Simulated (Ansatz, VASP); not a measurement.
## Two plane-wave programs on TiTe2

INCAR

```
SYSTEM = TiTe2
PREC = Accurate ; ENCUT = 600
EDIFF = 1E-7 ; ISMEAR = -1
SIGMA = 0.05 ; LREAL = .FALSE.
LASPH = .TRUE. ; NELM = 60
ALGO = Normal ; ISIF = 3
LWAVE = .FALSE. ; LCHARG = .FALSE.
GGA = PS ; IBRION = 2
NSW = 60 ; EDIFFG = -0.01
```

Contents of KPOINTS:

```
Automatic mesh
0
G
  9 9 3
  0 0 0
```

The input POSCAR:

```
TiTe2
1.0
    3.0255700000      0.0000000000      0.0000000000
    0.0000000000      3.0255700000      0.0000000000
    0.0000000000      0.0000000000      9.3016300000
Ti Te
1 2
Direct
    0.0000000000      0.0000000000      0.0000000000
    0.0000000000      0.0000000000      0.2943100000
    0.0000000000      0.0000000000      0.7056900000
```

input.yaml

```yaml
crystal:
  lattice:
    - [3.02557, 0.0, 0.0]
    - [0.0, 3.02557, 0.0]
    - [0.0, 0.0, 9.30163]
  atoms:
    - { symbol: Ti, position: [0.0, 0.0, 0.0] }
    - { symbol: Te, position: [0.0, 0.0, 0.29431] }
    - { symbol: Te, position: [0.0, 0.0, 0.70569] }
hamiltonian:
  xc: pbesol
  pseudopotentials: { kind: paw }
kpoints:
  mp_grid: { grid: [9, 9, 3] }
scf:
  occupations: { method: fermi_dirac, width: 0.05 }
output:
  forces: true
  stress: true
  eigenvalues: true
relax:
  f_tol: 0.01
  max_steps: 40
  cell: { stress_tol: 0.05 }
```

The cell was built by a generator and needn't be a form met in nature.

Alike in both runs: task relaxation of cell and atoms; functional PBEsol; k mesh 9 × 9 × 3; occupations fermi-dirac, width 0.05 eV; no spin polarisation.

|  | VASP | Ansatz |
| --- | --- | --- |
| version | VASP 6.6.1 | Ansatz 0.2.0 |
| potentials or method | VASP PAW PBE potentials, release 64 (Ti_sv, Te) | Ansatz PAW |
| plane-wave cutoff (eV) | 600 | 420 |
| valence electrons in the cell | 24 | 44 |

|  | VASP | Ansatz | Ansatz less VASP |
| --- | --- | --- | --- |
| gap on the k mesh at the Fermi level, each at its own relaxed structure (eV) | none | none | - |
| relaxed volume (Å³/atom) | 29.09 | 29.08 | -0.009 |
| relaxed cell length with the largest relative difference (Å) | 3.035 | 3.034 | -0.0006 |
| energy change over the relaxation (meV/atom) | -2 | -2 | -0.1 |

A gap of «none» marks a metal or a gap that the smearing closes. The two sets of potentials don't hold the same shells in valence.

Caveats: this functional lacks dispersion, which binds the layers, so the pressure and a relaxed spacing across them are unreliable; the PAW data sets were made with another functional, which shifts forces and pressure a little (VASP); the plane-wave basis is chosen anew once the cell has moved, so the energies of steps on either side of that aren't comparable (Ansatz); the PAW data sets come from PBE, with cores solved anew for the run's functional, which leaves a small shift of forces and pressure (Ansatz). The runs have no spin-orbit coupling, so splittings on Te are missing.
